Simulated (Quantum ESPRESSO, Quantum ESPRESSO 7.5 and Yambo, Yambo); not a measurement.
## Quasiparticle gap of Sb (buckled honeycomb monolayer) in Yambo

Wanted: ground state, empty states, screening and self-energy for Sb (buckled honeycomb monolayer).

Main program and level: Quantum ESPRESSO 7.5 and Yambo 5.3.0; PBE and many-body steps on it, plane waves.

**Experimental background.**

- Gap 2.21 eV: optical gap from PL emission peak; photoluminescence, 355 nm excitation; monolayer (antimonene on antimony oxide after hydrogen reduction) (“Ultrathin high-κ antimony oxide single crystals”, 2020, pmc:7237679).

Most raw output is cut from this account.

### Step 1. Starting point

The cell holds 2 atoms: 2 Sb. Cell: a = 4.127 Å, b = 4.127 Å, c = 14.000 Å, α = 90.0°, β = 90.0°, γ = 120.0°. Vacuum lies along c.

The structure was relaxed with PBE. The runs that relaxed it are not among those shown. Spin-orbit coupling is left out unless a step names it.

### Step 2. Ground state

This step: Quantum ESPRESSO 7.5; DFT, PBE, plane waves, norm-conserving pseudopotentials.

The ground-state density comes first.

pw.in reads:

```
&control
  calculation = 'scf'
  prefix = 'x'
  outdir = 'o'
  pseudo_dir = 'pseudo'
/
&system
  ibrav = 0
  nat = 2
  ntyp = 1
  ecutwfc = 88.0
  nbnd = 28
  force_symmorphic = .true.
/
&electrons
  conv_thr = 1e-10
  electron_maxstep = 80
  mixing_beta = 0.5
/
ATOMIC_SPECIES
  Sb 121.76 Sb.upf
CELL_PARAMETERS angstrom
  4.1272254436 0.0000000001 0.0000000000
  -2.0636127219 3.5742820813 0.0000000000
  0.0000000000 0.0000000000 14.0000000000
ATOMIC_POSITIONS crystal
  Sb 0.3333333333 0.6666666667 0.4415848827
  Sb 0.6666666667 0.3333333333 0.5584151173
K_POINTS automatic
  9 9 1 0 0 0
```

Run with:

```console
> OMP_NUM_THREADS=1 mpirun -n 4 pw.x -nk 4 -in pw.in > pw.out
```

The job ended after 29 s (4 MPI ranks of Arm Neoverse V1, shared host; peak memory 0.73 GiB).

This step gave:

```
total energy               : -13766.5216 eV
gap                        : 1.314 eV
k of the valence top       : 0, 0, 0
k of the conduction bottom : 0, 0.3333, 0
least direct gap           : 1.578 eV
```

The gap is indirect, with the least direct gap 0.26 eV higher.

### Step 3. Bands along the symmetry lines

The cheap functional maps the bands first; the places of the edges decide which points the dearer methods must see.

pw.in reads:

```
&control
  calculation = 'bands'
  prefix = 'x'
  outdir = 'o'
  pseudo_dir = 'pseudo'
/
&system
  ibrav = 0
  nat = 2
  ntyp = 1
  ecutwfc = 88.0
  nbnd = 29
  force_symmorphic = .true.
/
&electrons
  conv_thr = 1e-9
  electron_maxstep = 80
  diago_full_acc = .true.
  diago_thr_init = 5e-6
/
ATOMIC_SPECIES
  Sb 121.76 Sb.upf
CELL_PARAMETERS angstrom
  4.1272254436 0.0000000001 0.0000000000
  -2.0636127219 3.5742820813 0.0000000000
  0.0000000000 0.0000000000 14.0000000000
ATOMIC_POSITIONS crystal
  Sb 0.3333333333 0.6666666667 0.4415848827
  Sb 0.6666666667 0.3333333333 0.5584151173
K_POINTS crystal
  25
  0.00000000 0.00000000 0.00000000 1
  0.06250000 0.00000000 0.00000000 1
  0.12500000 0.00000000 0.00000000 1
  0.18750000 0.00000000 0.00000000 1
  0.25000000 0.00000000 0.00000000 1
  0.31250000 0.00000000 0.00000000 1
  0.37500000 0.00000000 0.00000000 1
  0.43750000 0.00000000 0.00000000 1
  0.50000000 0.00000000 0.00000000 1
  0.47916667 0.04166667 0.00000000 1
  0.45833333 0.08333333 0.00000000 1
  0.43750000 0.12500000 0.00000000 1
  0.41666666 0.16666666 0.00000000 1
  0.39583333 0.20833333 0.00000000 1
  0.37500000 0.25000000 0.00000000 1
  0.35416666 0.29166666 0.00000000 1
  0.33333333 0.33333333 0.00000000 1
  0.29166666 0.29166666 0.00000000 1
  0.25000000 0.25000000 0.00000000 1
  0.20833333 0.20833333 0.00000000 1
  0.16666666 0.16666666 0.00000000 1
  0.12500000 0.12500000 0.00000000 1
  0.08333333 0.08333333 0.00000000 1
  0.04166667 0.04166667 0.00000000 1
  0.00000000 0.00000000 0.00000000 1
```

Run time: 16 s. Hardware: 4 MPI ranks; peak memory 0.56 GiB; 65 s of CPU time.

This step gave:

```
gap                        : 1.297 eV
k of the valence top       : 0, 0, 0
k of the conduction bottom : 0.3125, 0, 0
least direct gap           : 1.578 eV
```

The gap is 1.297 eV, −0.017 eV from the run before at this level.

The electronic bands at the labelled points (eV, zero at the top of the highest filled band):

```
  point  band 20  band 21  band 22  band 23  band 24  band 25  band 26  band 27
      Γ    -6.29    -0.57     0.00     0.00     1.58     2.79     2.79     4.42
halfway    -6.48    -2.58    -0.93    -0.52     1.38     3.47     3.49     5.03
      M    -7.75    -2.91    -1.53    -1.44     1.66     2.48     3.56     5.12
halfway    -7.88    -3.08    -2.06    -1.44     2.08     2.94     3.29     5.54
      K    -8.44    -3.47    -1.77    -1.77     1.55     3.60     3.60     6.64
halfway    -6.61    -2.59    -1.82    -0.51     2.21     2.74     3.76     5.24
      Γ    -6.29    -0.57     0.00     0.00     1.58     2.79     2.79     4.42
```

### Step 4. Empty states on the mesh, 6×6×1 mesh, 135 bands

The sums over transitions need many empty states on a uniform mesh; this step solves for them.

pw.in reads:

```
&control
  calculation = 'nscf'
  prefix = 'x'
  outdir = 'o'
  pseudo_dir = 'pseudo'
/
&system
  ibrav = 0
  nat = 2
  ntyp = 1
  ecutwfc = 88.0
  nbnd = 135
  force_symmorphic = .true.
/
&electrons
  conv_thr = 1e-9
  electron_maxstep = 80
  diago_full_acc = .true.
  diago_thr_init = 5e-6
/
ATOMIC_SPECIES
  Sb 121.76 Sb.upf
CELL_PARAMETERS angstrom
  4.1272254436 0.0000000001 0.0000000000
  -2.0636127219 3.5742820813 0.0000000000
  0.0000000000 0.0000000000 14.0000000000
ATOMIC_POSITIONS crystal
  Sb 0.3333333333 0.6666666667 0.4415848827
  Sb 0.6666666667 0.3333333333 0.5584151173
K_POINTS automatic
  6 6 1 0 0 0
```

Wall time 51 s (4 MPI ranks); peak memory 1.2 GiB.

Numbers from this step:

```
gap                                                           : 1.314 eV
k of the valence top                                          : 0, 0, 0
k of the conduction bottom                                    : 0, 0.3333, 0
least direct gap                                              : 1.578 eV
k points computed                                             : 7
lowest point of the top converged band, above the valence top : 37.77 eV
```

On this mesh the gap is 1.314 eV.

### Step 5. Conversion and set-up

This step: Yambo 5.3.0; conversion and set-up on PBE, plane waves, norm-conserving pseudopotentials.

The states are converted to the many-body program's format and the q mesh is built.

Run with:

```console
> (cd o/x.save; p2y > p2y.log; mv SAVE ../..); yambo > setup.log
```

The job ended after 2.6 s (1 MPI rank; peak memory 0.26 GiB).

### Step 6. Screening and self-energy, 6×6×1 mesh, 135 bands, screening to 108.8 eV

G0W0 replaces the xc potential by the self-energy, built once from these orbitals. Only a window of levels is corrected, while the sums run over the empty bands that the input names.

This step: G0W0 on PBE, plane waves, norm-conserving pseudopotentials.

gw1.in reads:

```
HF_and_locXC
gw0
dyson
ppa
em1d
rim_cut
rim_w
RandQpts= 3000000
RandGvec= 100 RL
CUTGeo= "slab z"
RandGvecW= 9 RL
EXXRLvcs= 88 Ry
VXCRLvcs= 352 Ry
Chimod= "HARTREE"
% BndsRnXp
 1 | 135 |
%
NGsBlkXp= 8 Ry
% LongDrXp
 1 | 1 | 0 |
%
% GbndRnge
 1 | 135 |
%
DysSolver= "n"
ExtendOut
PPAPntXp= 27.21138 eV
% QPkrange
 1 | 1 | 22 | 25 |
 3 | 3 | 22 | 25 |
%
```

Run with:

```console
> OMP_NUM_THREADS=1 mpirun -n 4 yambo -F gw1.in -J gw1 -C gw1 > gw1.log
```

The job ended after 6.6 min (4 MPI ranks; peak memory 3.9 GiB; 26 min of CPU time).

Numbers from this step:

```yaml
g0w0_gap_on_the_points_computed: 2.114 eV
starting_gap_on_the_mesh: 1.314 eV
k_of_the_valence_top: 0, 0, 0
k_of_the_conduction_bottom: 0, 0.3333, 0
least_direct_g0w0_gap_on_the_computed_points: 2.615 eV
z_at_the_valence_top: 0.7337
z_at_the_conduction_bottom: 0.7388
```

The gap on the mesh goes from 1.31 eV to 2.11 eV, a correction of +0.80 eV.

Limits: finite bands, cutoff and mesh; no spin-orbit coupling. v1 is the top filled band, c1 the lowest empty one. Levels before and after the correction, in eV, zero at the valence-band top of each column:

```
           conduction bottom  valence top
Kohn-Sham               1.31         0.00
     G0W0               2.11         0.00
```

```
                    level  energy (eV)
Kohn-Sham         Γ v2-v1        0.000
Kohn-Sham            Γ c1        1.578
Kohn-Sham            Γ c2        2.790
Kohn-Sham  (0 0.333 0) v2       -1.257
Kohn-Sham  (0 0.333 0) v1       -0.815
Kohn-Sham  (0 0.333 0) c1        1.314
Kohn-Sham  (0 0.333 0) c2        3.097
     G0W0         Γ v2-v1        0.000
     G0W0            Γ c1        2.615
     G0W0            Γ c2        3.840
     G0W0  (0 0.333 0) v2       -1.372
     G0W0  (0 0.333 0) v1       -1.002
     G0W0  (0 0.333 0) c1        2.114
     G0W0  (0 0.333 0) c2        3.969
```

### Step 7. Where the time went

Times are wall times on the hardware named with each run, good to a factor of about two.

```
                          step     time  share  memory (GiB)
                  ground state     29 s    6 %          0.73
bands along the symmetry lines     16 s    3 %          0.56
      empty states on the mesh     51 s   10 %           1.2
         conversion and set-up    2.6 s    1 %          0.26
     screening and self-energy  6.6 min   80 %           3.9
```

### Step 8. Summary of results

```json
{
  "PBE gap": "1.30 eV, indirect",
  "G0W0 gap on the mesh": "2.11 eV",
  "GW settings": "6×6×1 mesh, 135 bands, screening to 108.8 eV, Godby-Needs plasmon pole",
  "known limits": "not at the basis limit; no spin-orbit coupling"
}
```

What this shows: G0W0 moves the gap on the mesh from 1.31 eV to 2.11 eV (+0.80 eV), with Z of 0.73 and 0.74 at the edges. Only 2 of the mesh's irreducible points were corrected, so a valley elsewhere could overtake. The dearest step here is «screening and self-energy». Against experiment, by G0W0@PBE: the direct gap of 2.62 eV lies +0.41 eV from the measured 2.21 eV (exciton, 2020). An exciton line or allowed optical edge lies below the quasiparticle gap by the binding energy; a forbidden edge can push the onset above it. The computed sheet is free-standing; a substrate or cover screens it further and lowers both gap and binding, while the exciton line moves little. The calculation has static nuclei and no excitons; a measured gap holds zero-point and thermal motion, which mostly lowers it. Bands and cutoff are finite, so the gap is not at the basis limit. The miss can reach some tenths of an eV and take either sign; the mesh is an error of its own. In the G0W0 run levels were corrected at 2 k points alone, so a gap called «on the mesh» is the least over those, and an edge elsewhere would be missed. The many-body steps are scalar-relativistic: spin-orbit coupling is not in them.

[Paths, hosts, dates, memory and timing lines, banners, echoed tables and standing remarks are left out of the program output.]

[Logs are printed without paths, hosts, clocks, repeated set-up lines and the standing remarks that a program may print on its own settings, such as how far it seeks lower states.]

[Runs of the session that timed out or met a known fault of the program may be left out.]

[Hosts, paths, dates, database ids (printed as entryN), source tags and the programs' standing remarks are cut or masked in the printed files.]
